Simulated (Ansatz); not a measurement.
Runs of Ansatz 0.2.0 on MoS2. It takes space group R-3m (No. 166, trigonal). Conventional cell: a = 3.171 Å, b = 3.171 Å, c = 18.345 Å, α = 90.00°, β = 90.00°, γ = 120.00°. Mo (site symmetry -3m) has 6 S at 2.39 Å as nearest neighbours. S (site symmetry 3m) is surrounded by 3 Mo at 2.39 Å. Measurements of this composition are mostly on another form, of space group No. 194.

```csv
level,U,gap on the mesh (eV),pressure (GPa),largest force (eV/Å)
PBEsol,-,none,2.9,0.76
PBEsol+U,Mo d U = 4 eV,none,(a),0.72
PBEsol+U,Mo d U = 6 eV,none,2.8,0.72
PBEsol+U,Mo d U = 2 eV,none,2.8,0.74
```

Alike in all rows: task density of states; potentials or basis all-electron LAPW, scalar-relativistic; no spin polarisation; cell as given; k mesh 10 × 10 × 10; cutoff (eV) 246; smearing fermi-dirac 0.05 eV; basis error allowed 0.002 eV/atom.

Task: Fill in the values left out.

Result: (a) 2.7.

Caveats: the cell's inner coordinates are idealised or old, which leaves forces on the atoms; U is the effective U less J, on atomic orbitals that reach past the spheres (some runs); U without spin polarisation on a metal has little footing (some runs).

A k mesh can miss the band edges, and the runs leave out spin-orbit coupling on Mo.

A gap of «none» marks a metal or a gap under the smearing width.
